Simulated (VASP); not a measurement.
# Mn (P6_3/mmc) in VASP: a series of runs

Runs on Mn. Level: PBE. Tasks: single point.

Program: VASP 6.6.1. These are calculated values, not measurements. Logs are shortened: lines on timing, memory, paths and dates and some standing lists are left out, and cuts for length are marked.

## Step 1: The crystal as given

It takes space group P6_3/mmc (No. 194, hexagonal). The conventional cell has a = 2.622 Å, b = 2.622 Å, c = 3.613 Å, α = 90.00°, β = 90.00°, γ = 120.00°. Mn (site symmetry -6m2) has 12 Mn at 2.36 to 2.62 Å as nearest neighbours.

This isn't the form of Mn at room conditions, which is a 58-atom cubic cell.

## Step 2: Single point, PBE

File INCAR:

```
ALGO = Fast
EDIFF = 1E-6
ENCUT = 520
GGA = PE
ISIF = 2
ISMEAR = 0
LASPH = T
LCHARG = F
LREAL = F
LWAVE = F
NBANDS = 20
NELM = 100
PREC = Accurate
SIGMA = 0.15
```

File KPOINTS:

```
k-points
0
Gamma
  24 24 14
```

File POSCAR:

```
Mn
1.0
    2.6219033564      0.0000000000      0.0000000000
   -1.3109516782      2.2706349130      0.0000000000
    0.0000000000      0.0000000000      3.6127736745
Mn
2
Direct
    0.6666666667      0.3333333333      0.7500000000
    0.3333333333      0.6666666667      0.2500000000
```

Potentials or basis: VASP PAW PBE potentials, release 64 (Mn_pv).

Launch:

```sh
$ cat potpaw_PBE.64/Mn_pv/POTCAR > POTCAR
$ mpirun -np 1 vasp_std > vasp.out
```

OUTCAR:

```text
EDIFF = 1E-6
   ENCUT = 520
   GGA = PE
   ISIF = 2
   ISMEAR = 0
   LASPH = T
   LREAL = F
   NELM = 100
   PREC = Accurate

 ion  position               nearest neighbor table
   1  0.667  0.333  0.750-   2 2.36   2 2.36   2 2.36   2 2.36   2 2.36   2 2.36
   2  0.333  0.667  0.250-   1 2.36   1 2.36   1 2.36   1 2.36   1 2.36   1 2.36

  LATTYP: Found a hexagonal cell.
 ALAT       =     2.6219033564
 C/A-ratio  =     1.3779202295

  Lattice vectors:

 A1 = (   2.6219033564,   0.0000000000,   0.0000000000)
 A2 = (  -1.3109516782,   2.2706349130,   0.0000000000)
 A3 = (   0.0000000000,   0.0000000000,   3.6127736745)

Analysis of symmetry for initial positions (statically):
=====================================================================
 Subroutine PRICEL returns:
 Original cell was already a primitive cell.

 Routine SETGRP: Setting up the symmetry group for a
 hexagonal supercell.

 Subroutine GETGRP returns: Found 24 space group operations
 (whereof 12 operations were pure point group operations)
 out of a pool of 24 trial point group operations.

The static configuration has the point symmetry D_3d.
 The point group associated with its full space group is D_6h.

Analysis of symmetry for dynamics (positions and initial velocities):
=====================================================================
 Subroutine PRICEL returns:
 Original cell was already a primitive cell.

 Routine SETGRP: Setting up the symmetry group for a
 hexagonal supercell.

 Subroutine GETGRP returns: Found 24 space group operations
 (whereof 12 operations were pure point group operations)
 out of a pool of 24 trial point group operations.

The dynamic configuration has the point symmetry D_3d.
 The point group associated with its full space group is D_6h.

 Subroutine INISYM returns: Found 24 space group operations
 (whereof 12 operations are pure point group operations),
 and found     1 'primitive' translations

----------------------------------------------------------------------------------------

                                     Primitive cell

  volume of cell :      21.5082

  direct lattice vectors                    reciprocal lattice vectors
     2.621903356  0.000000000  0.000000000     0.381402311  0.220202727  0.000000000
    -1.310951678  2.270634913  0.000000000     0.000000000  0.440405454  0.000000000
     0.000000000  0.000000000  3.612773675     0.000000000  0.000000000  0.276795640

  length of vectors
     2.621903356  2.621903356  3.612773675     0.440405454  0.440405454  0.276795640

  position of ions in fractional coordinates (direct lattice)
     0.666666667  0.333333333  0.750000000
     0.333333333  0.666666667  0.250000000

  ion indices of the primitive-cell ions
   primitive index   ion index
                 1           1
                 2           2

----------------------------------------------------------------------------------------

 KPOINTS: k-points

Automatic generation of k-mesh.
 Grid dimensions read from file:
 generate k-points for:   24   24   14

 Generating k-lattice:

  Cartesian coordinates                     Fractional coordinates (reciprocal lattice)
     0.015891763  0.009175114  0.000000000     0.041666667  0.000000000  0.000000000
     0.000000000  0.018350227  0.000000000     0.000000000  0.041666667  0.000000000
     0.000000000  0.000000000  0.019771117     0.000000000  0.000000000  0.071428571

  Length of vectors
     0.018350227  0.018350227  0.019771117

  Shift w.r.t. Gamma in fractional coordinates (k-lattice)
     0.000000000  0.000000000  0.000000000

 Subroutine IBZKPT returns following result:
 ===========================================

 Found    488 irreducible k-points:

 Following reciprocal coordinates:
            Coordinates               Weight
  0.000000  0.000000  0.000000      1.000000
  0.041667  0.000000  0.000000      6.000000
  0.083333 -0.000000  0.000000      6.000000
  0.125000  0.000000  0.000000      6.000000
  0.166667  0.000000  0.000000      6.000000
  0.208333  0.000000  0.000000      6.000000
[... 16 lines left out ...]
  0.416667  0.041667  0.000000     12.000000
  0.458333  0.041667  0.000000     12.000000
 [... further k-points ...]
   k-points           NKPTS =    488   k-points in BZ     NKDIM =    488   number of bands    NBANDS=     20
   number of dos      NEDOS =    301   number of ions     NIONS =      2
   total plane-waves  NPLWV =  11200
   dimension x,y,z NGX =    20 NGY =   20 NGZ =   28
   dimension x,y,z NGXF=    40 NGYF=   40 NGZF=   56
   ions per type =               2
   NGX,Y,Z   is equivalent  to a cutoff of  12.68, 12.68, 12.88 a.u.
   NGXF,Y,Z  is equivalent  to a cutoff of  25.36, 25.36, 25.77 a.u.
 SYSTEM =  unknown system
   PREC   = accura    normal or accurate (medium, high low for compatibility)
   ISTART =      0    job   : 0-new  1-cont  2-samecut
   ICHARG =      2    charge: 1-file 2-atom 10-const
   ISPIN  =      1    spin polarized calculation?
   LNONCOLLINEAR =      F non collinear calculations
   LSORBIT =      F    spin-orbit coupling
   LASPH  =      T    aspherical Exc in radial PAW
   ENCUT  =  520.0 eV  38.22 Ry    6.18 a.u.   4.88  4.88  6.72*2*pi/ulx,y,z
   NELM   =    100;   NELMIN=  2; NELMDL= -5     # of ELM steps
   EDIFF  = 0.1E-05   stopping-criterion for ELM
[... 8 lines left out ...]
   TEBEG  =    0.0;   TEEND  =   0.0 temperature during run
   PSTRESS=    0.0 pullay stress
   NELECT =      26.0000    total number of electrons
   NUPDOWN=      -1.0000    fix difference up-down
   EMIN   =  10.00;   EMAX   =-10.00  energy-range for DOS
   EFERMI =   0.00;   METHOD = LEGACY
   ISMEAR =     0;   SIGMA  =   0.15  broadening in eV -4-tet -1-fermi 0-gaus
   EFERMI_NEDOS =   21; number of points for ismear=-14 and -15
   IALGO  =     68    algorithm
   IMIX   =      4    mixing-type and parameters
     AMIX     =   0.40;   BMIX     =  1.00
     AMIX_MAG =   1.60;   BMIX_MAG =  1.00
  volume/ion in A,a.u.               =      10.75        72.57
  Fermi-wavevector in a.u.,A,eV,Ry     =   1.743938  3.295565 41.379665  3.041320
  Thomas-Fermi vector in A             =   2.815914
   LORBIT       =      0    0 simple, 1 ext, 2 COOP (PROOUT), +10 PAW based schemes
   GGA     = PE    functional components
   LHFCALC =     F    Hartree Fock is set to
   AEXX    =    0.0000 exact exchange contribution
   IVDW    =     0    specifies the selected vdW correction
   LEPSILON=     F    determine dielectric tensor
   LRPA    =     F    only Hartree local field effects (RPA)
 non-spin polarized calculation
 RMM-DIIS sequential band-by-band and
 Gauss-broadening in eV      SIGMA  =   0.15
  energy-cutoff  :      520.00
  volume of cell :       21.51
 maximum number of plane-waves:       594
 NGX is ok and might be reduce to    20

 number of electron      25.9999996 magnetization

 Free energy of the ion-electron system (eV)
  ---------------------------------------------------
  ext. energy  EPLUGINS =         0.00000000
  ---------------------------------------------------
  free energy    TOTEN  =       -17.60144049 eV

  energy without entropy =      -17.55608739  energy(sigma->0) =      -17.57876394

 E-fermi :  10.4919     XC(G=0): -13.9862

 val. band max:       10.4914540587   @ k =   0.1250   0.0000   0.2143
 cond. band min:      10.4921731139   @ k =   0.1250   0.0833   0.0000
 fundamental gap:      0.0007190552
 Fermi energy:        10.4918857038

 k-point     1 :       0.0000    0.0000    0.0000
  band No.  band energies     occupation
      1     -37.9131      2.00000
      2     -37.3502      2.00000
      3     -37.3502      2.00000
      4     -37.1235      2.00000
      5     -37.1235      2.00000
      6     -36.8896      2.00000
[... 12 lines left out ...]
     19      21.9847      0.00000
     20      29.3861      0.00000

 k-point     2 :       0.0417    0.0000    0.0000
  band No.  band energies     occupation
      1     -37.9085      2.00000
      2     -37.3556      2.00000
      3     -37.3530      2.00000
      4     -37.1298      2.00000
      5     -37.1235      2.00000
      6     -36.8929      2.00000
[... 12 lines left out ...]
     19      21.9828      0.00000
     20      29.2767      0.00000

 k-point     3 :       0.0833   -0.0000    0.0000
  band No.  band energies     occupation
      1     -37.8948      2.00000
      2     -37.3717      2.00000
      3     -37.3609      2.00000
      4     -37.1483      2.00000
      5     -37.1235      2.00000
      6     -36.9025      2.00000
[... 12 lines left out ...]
     19      21.9772      0.00000
     20      28.8030      0.00000

 k-point     4 :       0.1250    0.0000    0.0000
  band No.  band energies     occupation
      1     -37.8725      2.00000
      2     -37.3973      2.00000
      3     -37.3734      2.00000
      4     -37.1774      2.00000
      5     -37.1240      2.00000
      6     -36.9185      2.00000
[... 12 lines left out ...]
     19      21.9674      0.00000
     20      27.7428      0.00000

 k-point     5 :       0.1667    0.0000    0.0000
  band No.  band energies     occupation
      1     -37.8422      2.00000
      2     -37.4311      2.00000
      3     -37.3891      2.00000
      4     -37.2147      2.00000
      5     -37.1249      2.00000
      6     -36.9405      2.00000
[... 12 lines left out ...]
     19      21.9477      0.00000
     20      26.3299      0.00000

 k-point     6 :       0.2083    0.0000    0.0000
  band No.  band energies     occupation
      1     -37.8049      2.00000
      2     -37.4709      2.00000
      3     -37.4070      2.00000
      4     -37.2574      2.00000
      5     -37.1265      2.00000
      6     -36.9681      2.00000
[... 12 lines left out ...]
     19      21.8896      0.00000
     20      24.8588      0.00000

 k-point     7 :       0.2500    0.0000    0.0000
  band No.  band energies     occupation
      1     -37.7618      2.00000
      2     -37.5143      2.00000
      3     -37.4256      2.00000
      4     -37.3022      2.00000
      5     -37.1287      2.00000
      6     -37.0008      2.00000
[... 12 lines left out ...]
     19      21.6557      0.00000
     20      23.5800      0.00000
[... 277 lines left out ...]
 k-point    20 :       0.2917    0.0417    0.0000
  band No.  band energies     occupation
      1     -37.6872      2.00000
      2     -37.5789      2.00000
      3     -37.4596      2.00000
      4     -37.3623      2.00000
      5     -37.1360      2.00000
      6     -37.0596      2.00000
[... 12 lines left out ...]
     19      20.2887      0.00000
     20      22.8400      0.00000

 k-point    21 :       0.3333    0.0417    0.0000
  band No.  band energies     occupation
      1     -37.6377      2.00000
      2     -37.6181      2.00000
      3     -37.4744      2.00000
      4     -37.3989      2.00000
      5     -37.1390      2.00000
      6     -37.1000      2.00000
[... 12 lines left out ...]
     19      20.8200      0.00000
     20      22.8933      0.00000

 k-point    22 :       0.3750    0.0417    0.0000
  band No.  band energies     occupation
      1     -37.6504      2.00000
      2     -37.5909      2.00000
      3     -37.4854      2.00000
      4     -37.4290      2.00000
      5     -37.1416      2.00000
      6     -37.1395      2.00000
[... 12 lines left out ...]
     19      21.8180      0.00000
     20      23.0729      0.00000

 k-point    23 :       0.4167    0.0417    0.0000
  band No.  band energies     occupation
      1     -37.6735      2.00000
      2     -37.5519      2.00000
      3     -37.4920      2.00000
      4     -37.4511      2.00000
      5     -37.1732      2.00000
      6     -37.1435      2.00000
[... 12 lines left out ...]
     19      22.7489      0.00000
     20      23.2898      0.00000

 k-point    24 :       0.4583    0.0417    0.0000
  band No.  band energies     occupation
      1     -37.6855      2.00000
      2     -37.5287      2.00000
      3     -37.4946      2.00000
      4     -37.4633      2.00000
      5     -37.1938      2.00000
      6     -37.1445      2.00000
[... 12 lines left out ...]
     19      23.4529      0.00000
     20      23.5980      0.00000

 [... further k-points ...]
[... 5 lines left out ...]
  --------------------------------------------------------------------------------------
  -------------------------------------------------------------------------------------
  Total       -1.0576823     -1.0576823      3.7144632      0.0000000      0.0000000     -0.0000000
  in kB      -78.7881772    -78.7881772    276.6953762      0.0000000      0.0000000     -0.0000000
  external PRESSURE =      39.7063406 kB  Pullay stress =       0.0000000 kB

 VOLUME and BASIS-vectors are now :
 -----------------------------------------------------------------------------
  energy-cutoff  :      520.00
  volume of cell :       21.51
      direct lattice vectors                 reciprocal lattice vectors
     2.621903356  0.000000000  0.000000000     0.381402311  0.220202727  0.000000000
    -1.310951678  2.270634913  0.000000000     0.000000000  0.440405454  0.000000000
     0.000000000  0.000000000  3.612773675     0.000000000  0.000000000  0.276795640

 POSITION                                       TOTAL-FORCE (eV/Angst)
 -----------------------------------------------------------------------------------
      1.31095      0.75688      2.70958         0.000000     -0.000000      0.000000
     -0.00000      1.51376      0.90319        -0.000000      0.000000      0.000000
 -----------------------------------------------------------------------------------
    total drift:                               -0.000000      0.000000     -0.000000

  FREE ENERGIE OF THE ION-ELECTRON SYSTEM (eV)
  ---------------------------------------------------
  free  energy   TOTEN  =       -17.6014404915 eV

  energy  without entropy=      -17.5560873889  energy(sigma->0) =      -17.57876394
```

Run time: 3.7 min. Hardware: 1 thread of AMD EPYC 7R43 (Zen 3), shared host; peak memory 0.22 GiB.

What came out:

- Free energy: -17.6014 eV
- Pressure: 4.0 GPa
- Band gap on the k mesh: none (metal or under the smearing width)

Levels at points of the mesh, in eV from the Fermi level:
```
           k point  band 11  band 12  band 13  band 14  band 15  band 16
(0.00, 0.00, 0.00)    -0.80    -0.80    -0.47    -0.47     0.08     1.62
(0.50, 0.00, 0.00)    -1.99    -0.30     0.24     1.10     1.59     2.34
(0.00, 0.00, 0.50)    -1.66    -1.66    -0.77    -0.77     1.32     1.32
(0.50, 0.00, 0.50)    -0.31    -0.31     0.66     0.66     1.45     1.45
```

Caveat: the run has no spin polarisation, though such a crystal can be magnetic. Spin polarisation is off, so any magnetic state and its effect on volume and gap are missing.

## Step 3: Single point, PBE

This run uses another cell than the first one, of the same volume but with other edges.

File INCAR:

```
PREC = Accurate
ENCUT = 520
EDIFF = 1E-6
ISMEAR = 0
SIGMA = 0.15
LREAL = False
LASPH = True
NELM = 100
ALGO = Fast
ISIF = 2
LWAVE = False
LCHARG = True
GGA = PE
LELF = True
LVHAR = True
NBANDS = 20
```

File KPOINTS:

```
Automatic mesh
0
Gamma
  24 24 14
```

File POSCAR:

```
Mn
1.0
    2.2756660860      0.0000000000      0.0000000000
   -1.1378330430      1.9707846411      0.0000000000
    0.0000000000      0.0000000000      4.7957555718
Mn
2
Direct
    0.6666666667      0.3333333333      0.7500000000
    0.3333333333      0.6666666667      0.2500000000
```

Potentials or basis: VASP PAW PBE potentials, release 64 (Mn_pv).

Launch:

```sh
$ cat potpaw_PBE.64/Mn_pv/POTCAR > POTCAR
$ mpirun -np 1 vasp_std > vasp.out
```

Run time: 4.3 min. Hardware: 1 thread of AMD EPYC 7R43 (Zen 3), shared host; peak memory 0.22 GiB.

Results (log left out):

```
Free energy            : -16.8189 eV
Pressure               : 18.6 GPa
Band gap on the k mesh : none (metal or under the smearing width)
```

Stress tensor (GPa, compression positive):
```
 46.75   0.00   0.00
  0.00  46.75   0.00
  0.00   0.00 -37.65
```

Levels at points of the mesh, in eV from the Fermi level:
```
           k point  band 9  band 10  band 11  band 12  band 13  band 14  band 15  band 16  band 17  band 18
(0.00, 0.00, 0.00)   -3.10    -2.17    -1.14    -1.14    -1.00    -1.00     0.92     0.92     1.43     1.43
(0.50, 0.00, 0.00)   -4.27    -2.45    -1.19    -0.50    -0.18     1.11     2.61     2.65     3.60     5.82
(0.00, 0.00, 0.50)   -3.17    -3.17    -1.09    -1.09    -1.09    -1.09     1.20     1.20     1.20     1.20
(0.50, 0.00, 0.50)   -3.67    -3.67     0.43     0.43     0.58     0.58     2.63     2.63     3.14     3.14
```

Caveat: so large a pressure means that the cell lies far from this level's equilibrium, or that cutoff or potentials fall short; the run has no spin polarisation, though such a crystal can be magnetic.
